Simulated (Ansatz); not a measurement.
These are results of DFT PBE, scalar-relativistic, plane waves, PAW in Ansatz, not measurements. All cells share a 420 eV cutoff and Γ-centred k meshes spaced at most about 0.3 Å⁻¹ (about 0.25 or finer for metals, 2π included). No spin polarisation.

These are static total energies at zero pressure.

**Question.** Order these relaxed structures of MoH₄ by energy, lowest first, with the energy over the lowest of them.
1.

```
H Mo
1.0
    -2.09126    2.09126    2.09126
     2.09126   -2.09126    2.09126
     2.09126    2.09126   -2.09126
H Mo
4 1
Direct
  0.00000 0.00000 0.50000
  0.50000 0.00000 0.00000
  0.00000 0.50000 0.00000
  0.50000 0.50000 0.50000
  0.00000 0.00000 0.00000
```

2.

```
H Mo
1.0
     2.85646    0.00000    0.00000
    -1.42823    2.47377    0.00000
     0.00000    0.00000    5.18306
H Mo
4 1
Direct
  0.33333 0.66667 0.21826
  0.33333 0.66667 0.78174
  0.66667 0.33333 0.21826
  0.66667 0.33333 0.78174
  0.00000 0.00000 0.00000
```

3.

```
H Mo
1.0
     2.78945    0.00000    0.00000
     0.00000    2.78945    0.00000
     0.00000    0.00000    5.93246
H Mo
4 1
Direct
  0.50000 0.00000 0.20998
  0.00000 0.50000 0.79002
  0.50000 0.00000 0.79002
  0.00000 0.50000 0.20998
  0.00000 0.00000 0.00000
```

**Answer.** 3 (0 meV/atom), 2 (100 meV/atom), 1 (332 meV/atom). Forms: cell 3 P4/mmm; cell 2 P6/mmm; cell 1 Im-3m. Counting H atoms around Mo (those within 1.25 times the shortest such distance or 1.15 times the sum of covalent radii): cell 3 has Mo 8; cell 2 has Mo 12; cell 1 has Mo 8. All come from invented guesses. Shaken at random and relaxed again, cell 3 came back. Even the lowest of the cells shown lies +0.26 eV/atom against the elements.

No dispersion correction is applied, so the spacing and binding between layers, chains or molecules are poorly described (P4/mmm), and this can change margins and order among such cells. With hydrogen, zero-point motion can shift such differences by 10 meV/atom or more. Cells without such a test can be saddle points. Some structure types and database cells were kept out of the candidates from the start, so a known form may be missing.
